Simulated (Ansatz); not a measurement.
# InP: the cost of one run

Method: reference: DFT, PBE, plane waves, PAW, in Ansatz 0.2.0.

9 further runs of the same task are left out: 7 for a known fault of the program, 2 that didn't finish.

### 1 The structure to begin with

It takes space group Pm-3m (No. 221, cubic). Conventional cell: a = 3.413 Å, b = 3.413 Å, c = 3.413 Å, α = 90.00°, β = 90.00°, γ = 90.00°. In (site symmetry m-3m) is surrounded by 8 P at 2.96 Å. Around P (site symmetry m-3m) lie 8 In at 2.96 Å.

Structure file:

```
CELL_PARAMETERS angstrom
3.41340 0.00000 0.00000
0.00000 3.41340 0.00000
0.00000 0.00000 3.41340
ATOMIC_POSITIONS crystal
In 0.00000 0.00000 0.00000
P 0.50000 0.50000 0.50000
```

### 2 Baseline

Contents of input.yaml:

```yaml
crystal:
  lattice:
    - [3.413399131, 0.0, 0.0]
    - [0.0, 3.413399131, 0.0]
    - [0.0, 0.0, 3.413399131]
  atoms:
    - { symbol: In, position: [0.0, 0.0, 0.0] }
    - { symbol: P, position: [0.5, 0.5, 0.5] }
kpoints:
  mp_grid: { grid: [6, 6, 6] }
hamiltonian:
  xc: pbe
scf:
  occupations: { method: fermi_dirac, width: 0.02 }
  n_extra_bands: 4
output:
  forces: true
  stress: true
  eigenvalues: true
```

Run with:

```console
$ ansatz run input.yaml --threads 4 --pin off --max-ram 3686MiB --backend cpu --events-out ev --progress --plain --runs-dir out
```

**Question.** How long does this run take on 4 threads of an x86-64 CPU, shared host, and how much memory does it need?

About 2.3 s, with a peak of 0.32 GiB.
